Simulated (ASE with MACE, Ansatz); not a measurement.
# Adsorption of TiCl4 on alpha-Al2O3(0001): energy and structure

How much energy does the adsorption of TiCl4 on alpha-Al2O3(0001) release or cost, and how far does that hang on the level of theory?

Calculated with Ansatz 0.2.0: Kohn-Sham DFT, PBE+D3(BJ), PAW (set soft_2), plane waves; cutoff 420 eV, fermi-dirac smearing of 0.025 eV (for the slabs). Every cell is relaxed with this functional, then solved at fixed geometry with r2SCAN+D4, PBE+D3(BJ) on a denser mesh, PBE, RPBE+D3(BJ) and HSE06+D3(BJ). Cutoffs: 420 eV for PBE+D3(BJ), PBE, RPBE+D3(BJ) and HSE06+D3(BJ); 500 eV for r2SCAN+D4.

**The cells**

The cell holds 60 atoms: 24 Al and 36 O. Its edges and angles: a = 9.580 Å, b = 9.580 Å, c = 22.046 Å, α = 90.0°, β = 90.0°, γ = 120.0°. It derives from Al2O3 (alpha-Al2O3(0001)). The starting structure: Corundum (0001), 2 x 2 cells, Al-terminated on both faces (lattice constants typed as starting values near PBE's), about 15 Å of vacuum, lower atoms held. Vacuum lies along c. 24 atoms are held.

- TiCl4 on alpha-Al2O3(0001): one whole molecule of TiCl4 lowered over a top site, eased by MACE.

Molecules sit alone in boxes of 14 to 15 Å, at Γ at every level, with a smearing of 0.01 eV.

The input of the single point on the relaxed bare surface:

```yaml
crystal:
  lattice:
    - [9.58, 0.0, 0.0]
    - [-4.79, 8.29652, 0.0]
    - [0.0, 0.0, 22.04645]
  atoms:
    - { symbol: Al, position: [0.0, 0.0, 0.13317] }
    - { symbol: Al, position: [0.33333, 0.16667, 0.23064] }
    - { symbol: Al, position: [1.0, 0.0, 0.27866] }
    - { symbol: Al, position: [0.33333, 0.16667, 0.08559] }
    [... 54 atom lines left out ...]
    - { symbol: O, position: [0.66661, 0.6739, 0.18198] }
    - { symbol: O, position: [0.8261, 0.99271, 0.18198] }
kpoints:
  mp_grid: { grid: [1, 1, 1] }
hamiltonian:
  xc: pbe
  dispersion: d3bj
scf:
  occupations: { method: fermi_dirac, width: 0.025 }
output:
  forces: true
  populations: true
  dos:
    method: { smearing: { sigma: 0.08 } }
    de: 0.1
    projected:
      site_lists:
        Al: [Al]
        O: [O]
        slab: [... 60 sites ...]
  eigenvalues: true
  write_density: true
  write_potential: true
  volumetric_format: npy
```

| cell | formula | k-mesh | relaxation steps | gain on relaxing (eV) | free energy, PBE+D3(BJ) (eV) | Kohn-Sham gap (eV) | time of its runs on this page |
| --- | --- | --- | --- | --- | --- | --- | --- |
| alpha-Al2O3(0001) | Al24O36 | 1×1×1 | 3 | 0.03 | -33412.564 | 5.13 | 3.5 min |
| TiCl4 on alpha-Al2O3(0001) | TiAl24Cl4O36 | 1×1×1 | 16 | 0.25 | -40239.470 | 1.86 | 7.2 min |
| TiCl4 | TiCl4 | 1×1×1 | 3 | 0.03 | -6825.915 | 3.66 | 71 s |

The gap is that between the highest filled and lowest empty Kohn-Sham level; a dash marks none computed or no clear gap. Times come from shared hosts and are rough.

**Reaction energies**

Products less reactants, from the free energies above and their like at the other levels, in eV; negative values release energy:

| change | PBE+D3(BJ) | r2SCAN+D4 | PBE+D3(BJ), denser mesh | PBE | RPBE+D3(BJ) | HSE06+D3(BJ) |
| --- | --- | --- | --- | --- | --- | --- |
| adsorption of TiCl4 | -0.99 | -0.89 | -0.98 | -0.24 | -1.61 | -1.20 |

Worked for the first row at PBE+D3(BJ): (-40239.470) − (-33412.564) − (-6825.915) = -0.992 eV (from unrounded energies).

**What the relaxations did**

Bonds are pairs closer than 1.18 times the sum of covalent radii, pairs of two metal atoms left out; a bond counts as made or broken only if it crosses from under that bound to over 1.3 times, or back. All concern the added atoms.

| cell | bonds to the surface at the end | nearest contact (Å) | made in DFT | broken in DFT | largest move (Å) |
| --- | --- | --- | --- | --- | --- |
| TiCl4 on alpha-Al2O3(0001) | 1 Al–Cl | Cl–Al 2.35 | none | none | 0.74 |

**Findings**

The change releases 0.99 eV at PBE+D3(BJ). The molecule stays whole and bonds to the surface (its most stretched bond, Cl–Ti, goes from 2.18 Å in the gas to 2.33 Å). At the same geometries the levels give -1.61 (RPBE+D3(BJ)) to -0.24 eV (PBE), the denser mesh leaves it within 0.01 eV and the D3 term supplies -0.75 eV of it. The starting surface has a Kohn-Sham gap of 5.13 eV; with TiCl4 on alpha-Al2O3(0001) it falls to 1.86 eV, so the added atoms bring levels into the gap.

Limits: These are static energies with no barriers, zero-point energy or heat. Where a gas molecule is taken up, its entropy is lost, which at room temperature and above is worth several tenths of an eV to over 1 eV a molecule and isn't counted. All slabs, the starting one too, were first eased by a machine-learned potential, and one starting arrangement a cell was relaxed; others may lie lower. Only one face is changed, and the cells carry no dipole correction. Levels with D3 or D4 differ in the size of their dispersion terms as well as in the functional. In some runs the program notes that positions were snapped to a detected symmetry and the exchange-correlation potential is rough where the density is thin.

[Logs are printed without paths, hosts, clocks, repeated set-up lines and the standing remarks that a program may print on its own settings, such as how far it seeks lower states.]

[Hosts, paths, dates, database ids (printed as entryN), source tags and the programs' standing remarks are cut or masked in the printed files.]
